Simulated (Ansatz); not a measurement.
# Manganese, fcc under revPBE: ground state and equation of state

Aim: take manganese in the fcc structure, relax it, solve it on a dense k-mesh, then scale the cell to 7 volumes from 88 to 112 % of the relaxed one and try a fit of the equation of state. Spin polarisation is left out, though the real metal is magnetic, so this state lies above the ground state. The k-meshes are 15×15×15 for the relaxation; 25×25×25 for the dense run; 17×17×17 for the volumes.

Program: Ansatz 0.2.0. Level of theory: DFT revPBE, plane waves (420 eV) with PAW, scalar-relativistic; the PAW data stem from PBE, with regenerated cores. These are calculated values, not measurements.

### Step 1. The structure to begin with

The structure is cubic, space group Fm-3m (No. 225). The conventional cell has a = 3.609 Å, b = 3.609 Å, c = 3.609 Å, α = 90.00°, β = 90.00°, γ = 90.00°. Around Mn (site symmetry m-3m) lie 12 Mn at 2.55 Å.

As a file:

```cif
data_structure
_symmetry_space_group_name_H-M 'Fm-3m'
_symmetry_Int_Tables_number 225
_cell_length_a 3.6088
_cell_length_b 3.6088
_cell_length_c 3.6088
_cell_angle_alpha 90.000
_cell_angle_beta 90.000
_cell_angle_gamma 90.000
_cell_volume 47.00
loop_
_atom_site_label
_atom_site_type_symbol
_atom_site_symmetry_multiplicity
_atom_site_Wyckoff_symbol
_atom_site_fract_x
_atom_site_fract_y
_atom_site_fract_z
_atom_site_occupancy
Mn1 Mn 4 a 0.00000 0.00000 0.00000 1
```

### Step 2. Geometry optimisation

Contents of input.yaml:

```yaml
crystal:
  lattice:
    - [0.0, 1.8043883278, 1.8043883278]
    - [1.8043883278, 0.0, 1.8043883278]
    - [1.8043883278, 1.8043883278, 0.0]
  atoms:
    - { symbol: Mn, position: [0.0, 0.0, 0.0] }
hamiltonian:
  xc: revpbe
  pseudopotentials:
    kind: paw
    azcp:
      Mn: "pseudopotentials/Mn.paw.azcp"
basis:
  ecutwfc: 420
  fft_grid_basis: typed
kpoints:
  mp_grid: { grid: [15, 15, 15], shift: [0, 0, 0] }
magnetization:
  spin_polarized: false
scf:
  occupations: { method: fermi_dirac, width: 0.1 }
relax:
  max_steps: 60
  f_tol: 0.01
  cell: {}
output:
  write_density: true
  write_potential: true
  elf: true
  volumetric_format: npy
```

Run with:

```
$ ansatz run input.yaml --threads 2 --pin off --max-ram 5120MiB --backend cpu --events-out ev --progress --plain --runs-dir out
```

Further steps of the session: The energy on a finer k-mesh; The cell scaled to 88 % of its volume; The cell scaled to 92 % of its volume; The cell scaled to 96 % of its volume; The cell scaled to 100 % of its volume; The cell scaled to 104 % of its volume; The cell scaled to 108 % of its volume; The cell scaled to 112 % of its volume.

Q: Predict the outcome of this session. Wanted: space group; conventional cell; volume; shortest distance; gap on the mesh; relative to alpha-Mn; V₀, B₀, B₀′.

**Answer**, as computed:

| quantity | value |
| --- | --- |
| space group (spins left aside) | Fm-3m (No. 225) |
| conventional cell | a = 3.521 Å |
| volume | 10.912 Å³/atom |
| shortest distance | 2.490 Å |
| gap on the mesh | none (levels filled in part) |
| relative to alpha-Mn (A12), ferrimagnetic | +115 meV/atom |
| V₀, B₀, B₀′ | 10.899 Å³/atom, 269 GPa, 4.4 |

**Reading.** The relaxation shrank the cell by 7.1 % in volume. Against the reference form of manganese (alpha-Mn (A12), ferrimagnetic, computed apart with the same settings) it stands 115 meV/atom higher; part of this is magnetic energy, as this run has no moments. Levels at the Fermi energy are filled in part, as in a metal. The fitted modulus is 269 GPa. Relaxation kept the symmetry; phonons were not checked.
